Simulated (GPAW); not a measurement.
# HgS in GPAW: notebook

Runs on HgS. Level: PBE. Tasks: single point.

Everything below comes from runs of GPAW 26.7.0. Logs are shortened: lines on timing, memory, paths and dates and some standing lists are left out, and cuts for length are marked. The log counts tension as positive stress, the text compression.

## 1. The cell of the first run

The cell holds a slab with vacuum, 6 atoms: a = 4.142 Å, b = 4.142 Å, c = 22.610 Å, α = 90.00°, β = 90.00°, γ = 120.00°.

## 2. Single point, PBE (the (1 1 1) slab of HgS, cut from the database cell, not relaxed)

Contents of run.py:

```python
import numpy as np
from ase.dft.bandgap import bandgap
from ase.io import read, write
from gpaw import GPAW, PW

atoms = read('HgS.xyz')
atoms.pbc = (True, True, False)

calc = GPAW(mode=PW(450),
            xc='PBE',
            kpts={'size': (8, 8, 1), 'gamma': True},
            occupations={'name': 'fermi-dirac', 'width': 0.05},
            nbands=44,
            convergence={'density': 1e-05, 'energy': 1e-05},
            maxiter=150,
            poissonsolver={'dipolelayer': 'xy'},
            txt='gpaw.txt')
atoms.calc = calc
energy = atoms.get_potential_energy()
forces = atoms.get_forces()
calc.write('gs.gpw')
write('result.traj', atoms)
print(f'Energy: {energy:.6f} eV')
print('Forces (eV/A):')
print(forces.round(4))
print('Fermi level:', round(calc.get_fermi_level(), 4), 'eV')
print(f'Gap: {bandgap(calc)[0]:.4f} eV, direct: {bandgap(calc, direct=True)[0]:.4f} eV')

v = calc.get_electrostatic_potential().mean(axis=(0, 1))
z = np.arange(len(v)) * atoms.cell[2, 2] / len(v)
ef = calc.get_fermi_level()
np.savetxt('planar.dat', np.c_[z, v], fmt='%.4f')
below, above = np.interp([1.5, atoms.cell[2, 2] - 1.5], z, v) - ef
print(f'Work functions: bottom {below:.4f} eV, top {above:.4f} eV')
print('Dipole moment:', *calc.get_dipole_moment().round(5), 'e A')
```

Contents of HgS.xyz:

```xyz
6
Lattice="4.1422315242 0.0000000000 0.0000000000 -2.0711157621 3.5872777283 0.0000000000 0.0000000000 0.0000000000 22.6097650000" Properties=species:S:1:pos:R:3 pbc="T T T"
S      0.0000000000      0.0000000000      7.4999999990
Hg    -0.0000000002      2.3915184857      8.3455294695
S     -0.0000000002      2.3915184857     10.8821178766
Hg     2.0711157623      1.1957592426     11.7276473472
S      2.0711157623      1.1957592426     14.2642357543
Hg     0.0000000000      0.0000000000     15.1097652226
```

Potentials or basis: GPAW PAW data sets (gpaw-data 1.2.1), pw.

The run is started by

```bash
> OMP_NUM_THREADS=1 python run.py
```

gpaw.txt:

```text
__  _  _
 | _ |_)|_||  |
 |__||  | ||/\| - 26.7.0

Input parameters:
  mode=PW(ecut=450.00000000000006),
  convergence={'density': 1e-05, 'energy': 1e-05},
  kpts=MonkhorstPack(size=(8, 8, 1), gamma=True),
  maxiter=150,
  nbands=44,
  occupations=Occupations(name='fermi-dirac', width=0.05),
  poissonsolver=PoissonSolver(dipolelayer='xy'),
  xc=XC(name='PBE')

Diagonalizing LCAO Hamiltonian
Converting LCAO to pw mode

       Hg    S

             Hg
         S

         Hg

       S

Atoms  # Å, Bohr magnetons
|   | symbol |         x |        y |         z |    initial magnetic moments |
|---|--------|-----------|----------|-----------|-----------------------------|
| 0 |      S |  0.000000 | 0.000000 |  7.500000 | ( 0.0000,  0.0000,  0.0000) |
| 1 |     Hg | -0.000000 | 2.391518 |  8.345529 | ( 0.0000,  0.0000,  0.0000) |
| 2 |      S | -0.000000 | 2.391518 | 10.882118 | ( 0.0000,  0.0000,  0.0000) |
| 3 |     Hg |  2.071116 | 1.195759 | 11.727647 | ( 0.0000,  0.0000,  0.0000) |
| 4 |      S |  2.071116 | 1.195759 | 14.264236 | ( 0.0000,  0.0000,  0.0000) |
| 5 |     Hg |  0.000000 | 0.000000 | 15.109765 | ( 0.0000,  0.0000,  0.0000) |

Unit cell  # Å
| periodic |         x |        y |         z |   lengths |     angles |
|----------|-----------|----------|-----------|-----------|------------|
|      yes |  4.142232 | 0.000000 |  0.000000 |  4.142232 |  90.000000 |
|      yes | -2.071116 | 3.587278 |  0.000000 |  4.142232 |  90.000000 |
|       no |  0.000000 | 0.000000 | 22.609765 | 22.609765 | 120.000000 |

Number of symmetries: 6
Symmetry operations  # r_c * U_cc + t_c -> r_c
|   | kind |            matrix            |
|---|------|------------------------------|
| 0 |  σ   |  1, 1, 0,  0,-1, 0,  0, 0, 1 |
| 1 |  E   |  1, 0, 0,  0, 1, 0,  0, 0, 1 |
| 2 |  C3  |  0, 1, 0, -1,-1, 0,  0, 0, 1 |
| 3 |  σ   |  0,-1, 0, -1, 0, 0,  0, 0, 1 |
| 4 |  σ   | -1, 0, 0,  1, 1, 0,  0, 0, 1 |
| 5 |  C3  | -1,-1, 0,  1, 0, 0,  0, 0, 1 |

BZ-sampling:
  Number of BZ points: 64
  Number of IBZ points: 10

  Monkhorst-Pack size: [8, 8, 1]
  Monkhorst-Pack shift: [0.0625, 0.0625, 0.0]

K-points  # in reciprocal-cell coordinates
|   |                                coordinates |     weight |
|---|--------------------------------------------|------------|
| 0 | (  0.00000000,   0.00000000,   0.00000000) | 0.01562500 |
| 1 | (  0.12500000,   0.00000000,   0.00000000) | 0.09375000 |
| 2 | (  0.25000000,  -0.12500000,   0.00000000) | 0.09375000 |
| 3 | (  0.25000000,   0.00000000,   0.00000000) | 0.09375000 |
| 4 | (  0.37500000,  -0.12500000,   0.00000000) | 0.18750000 |
| 5 | (  0.37500000,   0.00000000,   0.00000000) | 0.09375000 |
| 6 | (  0.37500000,   0.37500000,   0.00000000) | 0.09375000 |
| 7 | (  0.50000000,   0.25000000,   0.00000000) | 0.09375000 |
| 8 | (  0.50000000,   0.37500000,   0.00000000) | 0.18750000 |
| 9 | (  0.50000000,   0.50000000,   0.00000000) | 0.04687500 |

Plane wave coefficients: 7328
Cutoff: 450.00000000000006 eV

Spin-components: 1 (collinear spins)
Bands:           44
Projectors:      33
Spin-degeneracy: 2
Datatype:        complex128

Parallelization:
  kpt:    1
  domain: 1
  band:   1

Density:
  Valence electrons: 72.0
  Components: 1
  Grid points: [ 21  21 112]
  Charge: 0.0  # |e|

Potential:
  Grid points: [ 21  21 112]

species:
  S:
    name:    Sulfur
    Z:       16.0
    valence: 6
    core:    10
    charge:  0.0  # [|e|]
    compensation charges:
      type: gauss
      rc: 0.24  # [Å]
      lmax: 2
    cutoffs:
      filter: 1.77  # [Å]
      core: 1.66  # [Å]
    projectors
    | kind |    occ | energy [eV] | rcut [Å] |
    |------|--------|-------------|----------|
    |   3s |  2.000 |     -17.254 |    0.974 |
    |   3p |  4.000 |      -7.008 |    0.979 |
    |    s |        |       9.957 |    0.974 |
    |    p |        |      20.203 |    0.979 |
    |    d |        |       0.000 |    0.900 |

    Using partial waves for S as LCAO basis

  Hg:
    name:    Mercury
    Z:       80.0
    valence: 18
    core:    62
    charge:  0.0  # [|e|]
    compensation charges:
      type: gauss
      rc: 0.41  # [Å]
      lmax: 2
    cutoffs:
      filter: 2.17  # [Å]
      core: 2.06  # [Å]
    projectors
    | kind |    occ | energy [eV] | rcut [Å] |
    |------|--------|-------------|----------|
    |   6s |  2.000 |      -6.783 |    1.307 |
    |   5p |  6.000 |     -66.572 |    1.291 |
    |   6p |  0.000 |      -1.056 |    1.291 |
    |   5d | 10.000 |      -9.891 |    1.302 |
    |    s |        |      20.429 |    1.307 |
    |    d |        |      17.320 |    1.302 |

    Using partial waves for Hg as LCAO basis

Reference energy: -1632040.195875  # eV

eigensolver:
  PPCG
  Converge bands: occupied
  niter=2

density mixing:
  MSR1-Mixer
  Pratt-step length: 0.05
  Maximum mixing coefficient: 0.75
  Old densities: 10
  SVD Regularization: 0.005
  Good broyden scale: 1.0
  Trust region scale: 1.0
  Backstep threshold: 4.0
  History deletion threshold: 6.0
  Fourier metric: weight=20.0, sigma=0.015

occupation numbers:
  Fermi-Dirac:
    width: 0.0500  # eV

<gpaw.new.pw.poisson.DipoleLayerPWPoissonSolver object>
xc functional:
  name: PBE with 2 nearest neighbor stencil

convergence criteria:
- Maximum integral of absolute [dens]ity change: 1e-05 electrons / valence electron
- Maximum [total energy] change in last 3 cyles: 1e-05 eV / valence electron
- Maximum integral of absolute [eigenst]ate change: 4e-08 eV^2 / valence electron
maximum number of iterations: 150

SCF iterations
|iter     | |      energy | eigst |  dens |
|---------|-|-------------|-------|-------|
|iter:   1| |  -16.445619 | +0.01 |       |
|iter:   2| |  -15.516182 | -1.20 | -1.25 |
|iter:   3| |  -15.525472 | -1.14 | -1.34 |
|iter:   4| |  -14.708144 | -1.37 | -1.49 |
|iter:   5| |  -15.207214 | -1.87 | -1.81 |
|iter:   6| |  -14.776338 | -1.89 | -1.78 |
|iter:   7| |  -14.771438 | -2.57 | -2.21 |
|iter:   8| |  -14.746489 | -3.18 | -2.36 |
|iter:   9| |  -14.744452 | -3.68 | -2.83 |
|iter:  10| |  -14.744476 | -4.00 | -3.23 |
|iter:  11| |  -14.744428c| -4.44 | -3.53 |
|iter:  12| |  -14.744380c| -5.08 | -3.75 |
|iter:  13| |  -14.744406c| -5.39 | -4.40 |
|iter:  14| |  -14.744393c| -5.83 | -4.46 |
|iter:  15| |  -14.744398c| -6.22 | -5.05c|
|iter:  16| |  -14.744396c| -6.65 | -5.32c|
|iter:  17| |  -14.744397c| -6.99 | -5.74c|
|iter:  18| |  -14.744396c| -7.40 | -5.81c|
|iter:  19| |  -14.744396c| -7.62c| -6.35c|

Converged in 19 steps
Energy contributions relative to reference atoms: (reference = -1632040.195875)

Energy contributions:
  Kinetic:          88.090877
  Coulomb:         -73.133991
  Zero:             -6.349658
  External:          0.000000
  Xc:              -23.340298
  Entropy:          -0.022653
  Spinorbit:         0.000000
  ----------------------------
  Free energy:     -14.755723
  Extrapolated:    -14.744396

dipole moment: (-13.665246, -23.946714, 0.261591)  # |e|*Ang

Fermi level: -0.558
Eigenvalues  # (at kpt = [0.000, 0.000, 0.000])
| band index |      eig [eV] | occ [0-2] |
|------------|---------------|-----------|
|          0 |       -64.625 |     2.000 |
|        ... |               |           |
|         27 |        -5.655 |     2.000 |
|         28 |        -3.937 |     2.000 |
|         29 |        -2.347 |     2.000 |
|         30 |        -2.347 |     2.000 |
|         31 |        -2.251 |     2.000 |
|         32 |        -1.484 |     2.000 |
[... 9 lines left out ...]
|         42 |         4.723 |     0.000 |
|         43 |         4.727 |     0.000 |

No gap
No difference between direct/indirect transitions
vacuum-level: 4.335  # V
Workfunctions: 3.300, 6.486 eV (top, bottom)

Forces  # eV/Ang
|       x |        y |        z |
|---------|----------|----------|
| 0.00000 |  0.00000 |  0.09313 |  # S    0
| 0.00000 | -0.00000 | -0.92942 |  # Hg   1
| 0.00000 |  0.00000 |  0.64477 |  # S    2
| 0.00000 |  0.00000 | -0.56944 |  # Hg   3
| 0.00000 |  0.00000 |  1.02497 |  # S    4
| 0.00000 | -0.00000 | -0.26365 |  # Hg   5

# Writing to gs.gpw (mode='')
```

Run time: 1.7 min. Hardware: 1 thread of Arm Neoverse V2, shared host; peak memory 0.28 GiB.

Results:

```yaml
Free_energy: -14.7557 eV
Largest_force: 1.025 eV/Å
Band_gap_on_the_k_mesh: none (metal or under the smearing width)
Dipole_across_the_slab: 0.26 e·Å
Work_function_of_the_upper_face: 3.30 eV
Work_function_of_the_lower_face: 6.49 eV
```

Forces in eV/Å, atoms in the order of the input:
```
S    0.000  0.000  0.093
Hg   0.000  0.000 -0.929
S    0.000  0.000  0.645
Hg   0.000  0.000 -0.569
S    0.000  0.000  1.025
Hg   0.000  0.000 -0.264
```

Levels at points of the mesh, in eV from the Fermi level:
```csv
k point,band 34,band 35,band 36,band 37,band 38,band 39
"(0.00, 0.00, 0.00)",-0.93,-0.10,0.24,0.24,0.80,1.77
"(0.50, 0.50, 0.00)",-2.09,-0.93,-0.76,0.22,2.18,2.60
```

## 3. Single point, PBE (the (1 1 1) slab of HgS, cut from the database cell, not relaxed)

run.py, as its differences from that of step 2:

```diff
@@ -12,3 +12,3 @@
             occupations={'name': 'fermi-dirac', 'width': 0.05},
-            nbands=44,
+            nbands=57,
             convergence={'density': 1e-05, 'energy': 1e-05},
```

Contents of HgS.xyz:

```xyz
8
Lattice="4.1422315242 0.0000000000 0.0000000000 -2.0711157621 3.5872777283 0.0000000000 0.0000000000 0.0000000000 25.9918830000" Properties=species:S:1:pos:R:3 pbc="T T T"
S      0.0000000000      0.0000000000      7.5000000011
Hg    -0.0000000002      2.3915184857      8.3455294683
S     -0.0000000002      2.3915184857     10.8821178776
Hg     2.0711157623      1.1957592426     11.7276473473
S      2.0711157623      1.1957592426     14.2642357540
Hg     0.0000000000      0.0000000000     15.1097652238
S      0.0000000000      0.0000000000     17.6463536305
Hg    -0.0000000002      2.3915184857     18.4918831003
```

Potentials or basis: GPAW PAW data sets (gpaw-data 1.2.1), pw.

The run is started by

```bash
> OMP_NUM_THREADS=1 python run.py
```

gpaw.txt:

```text
__  _  _
 | _ |_)|_||  |
 |__||  | ||/\| - 26.7.0

Input parameters:
  mode=PW(ecut=450.00000000000006),
  convergence={'density': 1e-05, 'energy': 1e-05},
  kpts=MonkhorstPack(size=(8, 8, 1), gamma=True),
  maxiter=150,
  nbands=57,
  occupations=Occupations(name='fermi-dirac', width=0.05),
  poissonsolver=PoissonSolver(dipolelayer='xy'),
  xc=XC(name='PBE')

Diagonalizing LCAO Hamiltonian
Converting LCAO to pw mode

         Hg

       S

       Hg    S

         S   Hg

         Hg

       S

Atoms  # Å, Bohr magnetons
|   | symbol |         x |        y |         z |    initial magnetic moments |
|---|--------|-----------|----------|-----------|-----------------------------|
| 0 |      S |  0.000000 | 0.000000 |  7.500000 | ( 0.0000,  0.0000,  0.0000) |
| 1 |     Hg | -0.000000 | 2.391518 |  8.345529 | ( 0.0000,  0.0000,  0.0000) |
| 2 |      S | -0.000000 | 2.391518 | 10.882118 | ( 0.0000,  0.0000,  0.0000) |
| 3 |     Hg |  2.071116 | 1.195759 | 11.727647 | ( 0.0000,  0.0000,  0.0000) |
| 4 |      S |  2.071116 | 1.195759 | 14.264236 | ( 0.0000,  0.0000,  0.0000) |
| 5 |     Hg |  0.000000 | 0.000000 | 15.109765 | ( 0.0000,  0.0000,  0.0000) |
| 6 |      S |  0.000000 | 0.000000 | 17.646354 | ( 0.0000,  0.0000,  0.0000) |
| 7 |     Hg | -0.000000 | 2.391518 | 18.491883 | ( 0.0000,  0.0000,  0.0000) |

Unit cell  # Å
| periodic |         x |        y |         z |   lengths |     angles |
|----------|-----------|----------|-----------|-----------|------------|
|      yes |  4.142232 | 0.000000 |  0.000000 |  4.142232 |  90.000000 |
|      yes | -2.071116 | 3.587278 |  0.000000 |  4.142232 |  90.000000 |
|       no |  0.000000 | 0.000000 | 25.991883 | 25.991883 | 120.000000 |

Number of symmetries: 6
Symmetry operations  # r_c * U_cc + t_c -> r_c
|   | kind |            matrix            |
|---|------|------------------------------|
| 0 |  σ   |  1, 1, 0,  0,-1, 0,  0, 0, 1 |
| 1 |  E   |  1, 0, 0,  0, 1, 0,  0, 0, 1 |
| 2 |  C3  |  0, 1, 0, -1,-1, 0,  0, 0, 1 |
| 3 |  σ   |  0,-1, 0, -1, 0, 0,  0, 0, 1 |
| 4 |  σ   | -1, 0, 0,  1, 1, 0,  0, 0, 1 |
| 5 |  C3  | -1,-1, 0,  1, 0, 0,  0, 0, 1 |

BZ-sampling:
  Number of BZ points: 64
  Number of IBZ points: 10

  Monkhorst-Pack size: [8, 8, 1]
  Monkhorst-Pack shift: [0.0625, 0.0625, 0.0]

K-points  # in reciprocal-cell coordinates
|   |                                coordinates |     weight |
|---|--------------------------------------------|------------|
| 0 | (  0.00000000,   0.00000000,   0.00000000) | 0.01562500 |
| 1 | (  0.12500000,   0.00000000,   0.00000000) | 0.09375000 |
| 2 | (  0.25000000,  -0.12500000,   0.00000000) | 0.09375000 |
| 3 | (  0.25000000,   0.00000000,   0.00000000) | 0.09375000 |
| 4 | (  0.37500000,  -0.12500000,   0.00000000) | 0.18750000 |
| 5 | (  0.37500000,   0.00000000,   0.00000000) | 0.09375000 |
| 6 | (  0.37500000,   0.37500000,   0.00000000) | 0.09375000 |
| 7 | (  0.50000000,   0.25000000,   0.00000000) | 0.09375000 |
| 8 | (  0.50000000,   0.37500000,   0.00000000) | 0.18750000 |
| 9 | (  0.50000000,   0.50000000,   0.00000000) | 0.04687500 |

Plane wave coefficients: 8415
Cutoff: 450.00000000000006 eV

Spin-components: 1 (collinear spins)
Bands:           57
Projectors:      44
Spin-degeneracy: 2
Datatype:        complex128

Parallelization:
  kpt:    1
  domain: 1
  band:   1

Density:
  Valence electrons: 96.0
  Components: 1
  Grid points: [ 21  21 128]
  Charge: 0.0  # |e|

Potential:
  Grid points: [ 21  21 128]

species:
  S:
    name:    Sulfur
    Z:       16.0
    valence: 6
    core:    10
    charge:  0.0  # [|e|]
    compensation charges:
      type: gauss
      rc: 0.24  # [Å]
      lmax: 2
    cutoffs:
      filter: 1.77  # [Å]
      core: 1.66  # [Å]
    projectors
    | kind |    occ | energy [eV] | rcut [Å] |
    |------|--------|-------------|----------|
    |   3s |  2.000 |     -17.254 |    0.974 |
    |   3p |  4.000 |      -7.008 |    0.979 |
    |    s |        |       9.957 |    0.974 |
    |    p |        |      20.203 |    0.979 |
    |    d |        |       0.000 |    0.900 |

    Using partial waves for S as LCAO basis

  Hg:
    name:    Mercury
    Z:       80.0
    valence: 18
    core:    62
    charge:  0.0  # [|e|]
    compensation charges:
      type: gauss
      rc: 0.41  # [Å]
      lmax: 2
    cutoffs:
      filter: 2.17  # [Å]
      core: 2.06  # [Å]
    projectors
    | kind |    occ | energy [eV] | rcut [Å] |
    |------|--------|-------------|----------|
    |   6s |  2.000 |      -6.783 |    1.307 |
    |   5p |  6.000 |     -66.572 |    1.291 |
    |   6p |  0.000 |      -1.056 |    1.291 |
    |   5d | 10.000 |      -9.891 |    1.302 |
    |    s |        |      20.429 |    1.307 |
    |    d |        |      17.320 |    1.302 |

    Using partial waves for Hg as LCAO basis

Reference energy: -2176053.594500  # eV

eigensolver:
  PPCG
  Converge bands: occupied
  niter=2

density mixing:
  MSR1-Mixer
  Pratt-step length: 0.05
  Maximum mixing coefficient: 0.75
  Old densities: 10
  SVD Regularization: 0.005
  Good broyden scale: 1.0
  Trust region scale: 1.0
  Backstep threshold: 4.0
  History deletion threshold: 6.0
  Fourier metric: weight=20.0, sigma=0.015

occupation numbers:
  Fermi-Dirac:
    width: 0.0500  # eV

<gpaw.new.pw.poisson.DipoleLayerPWPoissonSolver object>
xc functional:
  name: PBE with 2 nearest neighbor stencil

convergence criteria:
- Maximum integral of absolute [dens]ity change: 1e-05 electrons / valence electron
- Maximum [total energy] change in last 3 cyles: 1e-05 eV / valence electron
- Maximum integral of absolute [eigenst]ate change: 4e-08 eV^2 / valence electron
maximum number of iterations: 150

SCF iterations
|iter     | |      energy | eigst |  dens |
|---------|-|-------------|-------|-------|
|iter:   1| |  -22.044239 | +0.11 |       |
|iter:   2| |  -21.035254 | -1.12 | -1.27 |
|iter:   3| |  -25.856216 | -0.74 | -1.35 |
|iter:   4| |  -20.323150 | -0.86 | -1.22 |
|iter:   5| |  -19.973602 | -1.73 | -1.52 |
|iter:   6| |  -19.955493 | -2.19 | -1.64 |
|iter:   7| |  -20.461299 | -1.90 | -1.80 |
|iter:   8| |  -20.086197 | -2.07 | -1.83 |
|iter:   9| |  -19.980580 | -2.54 | -2.15 |
|iter:  10| |  -19.967184 | -3.35 | -2.53 |
|iter:  11| |  -19.962893 | -3.86 | -2.81 |
|iter:  12| |  -19.964447 | -4.34 | -3.14 |
|iter:  13| |  -19.962252 | -4.41 | -3.18 |
|iter:  14| |  -19.963510 | -4.90 | -3.14 |
|iter:  15| |  -19.962767 | -5.53 | -3.45 |
|iter:  16| |  -19.962734c| -6.19 | -4.42 |
|iter:  17| |  -19.962732c| -6.69 | -4.81 |
|iter:  18| |  -19.962716c| -7.10 | -4.94 |
|iter:  19| |  -19.962721c| -7.50c| -5.63c|

Converged in 19 steps
Energy contributions relative to reference atoms: (reference = -2176053.594500)

Energy contributions:
  Kinetic:         120.701591
  Coulomb:        -100.169447
  Zero:             -8.484455
  External:          0.000000
  Xc:              -31.998265
  Entropy:          -0.024291
  Spinorbit:         0.000000
  ----------------------------
  Free energy:     -19.974866
  Extrapolated:    -19.962721

dipole moment: (-22.170500, -34.368373, 0.267262)  # |e|*Ang

Fermi level: 0.040
Eigenvalues  # (at kpt = [0.000, 0.000, 0.000])
| band index |      eig [eV] | occ [0-2] |
|------------|---------------|-----------|
|          0 |       -63.987 |     2.000 |
|        ... |               |           |
|         39 |        -1.755 |     2.000 |
|         40 |        -1.755 |     2.000 |
|         41 |        -1.341 |     2.000 |
|         42 |        -1.109 |     2.000 |
|         43 |        -1.109 |     2.000 |
|         44 |        -0.475 |     2.000 |
[... 8 lines left out ...]
|         53 |         3.782 |     0.000 |
|         54 |         5.129 |     0.000 |
|        ... |               |           |
|         56 |         5.522 |     0.000 |

No gap
No difference between direct/indirect transitions
vacuum-level: 5.051  # V
Workfunctions: 3.383, 6.638 eV (top, bottom)

Forces  # eV/Ang
|        x |       y |        z |
|----------|---------|----------|
|  0.00000 | 0.00000 |  0.01639 |  # S    0
| -0.00000 | 0.00000 | -0.77547 |  # Hg   1
|  0.00000 | 0.00000 |  0.51185 |  # S    2
|  0.00000 | 0.00000 | -0.43536 |  # Hg   3
|  0.00000 | 0.00000 |  0.38517 |  # S    4
|  0.00000 | 0.00000 | -0.39167 |  # Hg   5
|  0.00000 | 0.00000 |  0.88707 |  # S    6
|  0.00000 | 0.00000 | -0.19610 |  # Hg   7

# Writing to gs.gpw (mode='')
```

Wall time 2.7 min (1 thread of Arm Neoverse V2, shared host); peak memory 0.33 GiB.

Results:

- Free energy: -19.9749 eV
- Largest force: 0.887 eV/Å
- Band gap on the k mesh: none (metal or under the smearing width)
- Dipole across the slab: 0.27 e·Å
- Work function of the upper face: 3.38 eV
- Work function of the lower face: 6.64 eV

Forces in eV/Å, atoms in the order of the input:
```
S    0.000  0.000  0.016
Hg   0.000  0.000 -0.775
S    0.000  0.000  0.512
Hg   0.000  0.000 -0.435
S    0.000  0.000  0.385
Hg   0.000  0.000 -0.392
S    0.000  0.000  0.887
Hg   0.000  0.000 -0.196
```

Levels at points of the mesh, in eV from the Fermi level:
```
           k point  band 46  band 47  band 48  band 49  band 50  band 51
(0.00, 0.00, 0.00)    -0.52    -0.08     0.39     0.39     0.60     1.20
(0.50, 0.50, 0.00)    -1.67    -0.76    -0.55     0.20     1.93     2.52
```
